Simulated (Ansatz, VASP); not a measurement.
# HfO2 in VASP and in Ansatz

INCAR

```
SYSTEM = HfO2
PREC = Accurate ; ENCUT = 520
EDIFF = 1E-7 ; ISMEAR = -1
SIGMA = 0.05 ; LREAL = .False.
LASPH = .True. ; NELM = 80
ALGO = Normal ; ISIF = 2
LWAVE = .False. ; LCHARG = .True.
GGA = PE ; LELF = .True.
LVHAR = .True. ; NBANDS = 31
```

The input KPOINTS:

```
regular mesh
0
Gamma
  6 6 8
  0 0 0
```

Contents of POSCAR:

```
HfO2
1.0
    4.8135329900      0.0000000000      0.0000000000
    0.0000000000      4.8135329900      0.0000000000
    0.0000000000      0.0000000000      3.2054154100
Hf O
2 4
Direct
    0.5000000000      0.5000000000      0.5000000000
    0.0000000000      0.0000000000      0.0000000000
    0.8050448800      0.1949551200      0.5000000000
    0.6949551200      0.6949551200      0.0000000000
    0.3050448800      0.3050448800      0.0000000000
    0.1949551200      0.8050448800      0.5000000000
```

input.yaml

```yaml
crystal:
  lattice:
    - [4.81353299, 0.0, 0.0]
    - [0.0, 4.81353299, 0.0]
    - [0.0, 0.0, 3.20541541]
  atoms:
    - { symbol: Hf, position: [0.5, 0.5, 0.5] }
    - { symbol: Hf, position: [0.0, 0.0, 0.0] }
    - { symbol: O, position: [0.80504488, 0.19495512, 0.5] }
    - { symbol: O, position: [0.69495512, 0.69495512, 0.0] }
    - { symbol: O, position: [0.30504488, 0.30504488, 0.0] }
    - { symbol: O, position: [0.19495512, 0.80504488, 0.5] }
kpoints:
  mp_grid: { grid: [6, 6, 8] }
scf:
  occupations: { method: fermi_dirac, width: 0.05 }
hamiltonian:
  xc: pbe
  pseudopotentials: { kind: all_electron, lapw: { basis_error: 0.001 } }
output:
  forces: true
  stress: true
  eigenvalues: true
```

Alike in both runs: task single point; functional PBE; k mesh 6 × 6 × 8; occupations fermi-dirac, width 0.05 eV; no spin polarisation.

|  | VASP | Ansatz |
| --- | --- | --- |
| version | VASP 6.6.1 | Ansatz 0.2.0 |
| potentials or method | VASP PAW PBE potentials, release 64 (Hf_pv, O) | all-electron LAPW, scalar-relativistic |
| plane-wave cutoff (eV) | 520 | see its input |

VASP gave:

```
gap on the k mesh at the Fermi level (eV)       : 3.98
least direct gap on the mesh (eV)               : 3.98
pressure (GPa)                                  : 5.6
largest component of the traceless stress (GPa) : 0.30
rms of the force components (eV/Å)              : 0.014
```

Problem. Which values does Ansatz return?

Solution. gap on the k mesh at the Fermi level (eV): 4.04; least direct gap on the mesh (eV): 4.04; pressure (GPa): 8.6; largest component of the traceless stress (GPa): 0.81; rms of the force components (eV/Å): 0.038.

Atom by atom the forces differ by 0.024 eV/Å (rms over components). Ansatz ran all-electron here, so the differences hold the error of VASP's frozen core and of both bases.

Caveats: spin-orbit coupling is left out, which moves the levels of the heavy elements. A k mesh can miss the band edges. PBE gaps usually lie below the measured ones, often by a third to a half.
